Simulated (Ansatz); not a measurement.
## How settings move the results for Ca

```xyz
2
Lattice="1.9713 -3.3955 0.0000 1.9713 3.3955 0.0000 0.0000 0.0000 6.5091" Properties=species:S:1:pos:R:3 pbc="T T T"
Ca    1.9713   -2.2790    1.6273
Ca    1.9713    2.2790    4.8818
```

Atom numbers follow the list: Ca1, Ca2.

Structure from Materials Project entry mp-132 (possibly hypothetical), not relaxed further.

All numbers below come from DFT, PBEsol, PAW with Ansatz's default frozen-core files, scalar-relativistic in Ansatz 0.2.0.

Settings: a Γ-centred 11×11×6 k mesh, Fermi–Dirac smearing of 0.05 eV, cutoff 420 eV, no spin polarisation; the PAW files were made with PBE, and the program remakes their frozen cores for this functional. One setting is then changed at a time.

| k mesh | free energy less the base's (meV/atom) | P (GPa) | Vzz Ca1 (10²¹ V/m²) |
| --- | --- | --- | --- |
| 11×11×6 (base) | 0.0 | -1.08 | -0.45 |
| 3×3×2 | 97.9 | -1.18 | -1.68 |
| 6×6×3 | 14.7 | -1.06 | -0.83 |
| 8×8×4 | -0.3 | -1.08 | -0.52 |
| 15×15×8 | 1.6 | -1.08 | -0.39 |
